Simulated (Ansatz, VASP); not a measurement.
SiC in VASP and in Ansatz

```
CELL_PARAMETERS angstrom
0.00000 2.17805 2.26757
2.17805 0.00000 2.26757
2.17805 2.17805 0.00000
ATOMIC_POSITIONS crystal
Si 0.00000 0.00000 0.00000
C 0.25000 0.25000 0.25000
```

Change from the starting cell: uniaxial_z strain +4.1%.

Alike in both runs: task single point; functional PBE; k mesh 10 × 10 × 10; occupations fermi-dirac, width 0.02 eV; no spin polarisation.

|  | VASP | Ansatz |
| --- | --- | --- |
| version | VASP 6.6.1 | Ansatz 0.2.0 |
| potentials or method | VASP PAW PBE potentials, release 64 (Si, C) | plane waves, PAW |
| plane-wave cutoff (eV) | 520 | 420 |
| valence electrons in the cell | 8 | 8 |

|  | VASP | Ansatz | Ansatz less VASP |
| --- | --- | --- | --- |
| gap on the k mesh at the Fermi level (eV) | 1.18 | 1.19 | +0.002 |
| pressure (GPa) | -5.0 | -5.0 | +0.04 |
| largest component of the traceless stress (GPa) | 7.41 | 7.40 | -0.018 |

A k mesh can miss the band edges.
